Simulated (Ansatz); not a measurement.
System: spinel MgAl2O4. Method: PBEsol in Ansatz (PAW).

Settings: plane-wave cutoff 520 eV, 8×8×8 k mesh, Fermi–Dirac smearing 0.01 eV, scalar-relativistic PAW data made under PBE.

Shape and atoms are relaxed at each volume.

Pressure at four volumes; x = ln(V/9.511 Å³). One pressure is withheld.

```
V (Å³/atom)        x  P (GPa)
-----------  -------  -------
9.131        -0.0408     8.42
9.511         0.0000     0.00
9.701         0.0198    -3.61
9.892         0.0393        ?
```

Q: Pass a parabola P(x) through the three rows shown, estimate the bulk modulus and its pressure derivative near zero pressure, and predict the withheld pressure.

A: Slopes between the rows: (0.00 − (8.42))/(0.0000 − (-0.0408)) = -206.37 and (-3.61 − (0.00))/(0.0198 − (0.0000)) = -182.32 GPa. Their difference over the span 0.0606 is c = 24.05/0.0606 = 396.9 GPa, so P(x) = 8.42 + (-206.37)(x − (-0.0408)) + 396.9 (x − (-0.0408))(x − (0.0000)). At the middle row B = −dP/dx = −[-206.37 + 396.9 × 0.0408] = 190.2 GPa, and B′ = dB/dP = 2c/B = 4.2. At x = 0.0393 the parabola gives -6.86 GPa; the run gives -6.87 GPa. The Birch–Murnaghan fit to the energies at all volumes has B0 = 190 GPa and B′ = 4.1.

Measured, for comparison: bulk modulus 195 GPa (300 K, copied from a table, unchecked, not corrected to a static lattice; as tabulated in BurnMan's mineral tables). Computed (rounded) less measured: bulk modulus not scored (unchecked).

Note: the bulk modulus comes from volumes at which shape and atoms were relaxed.

Ansatz is a program for electronic structure.
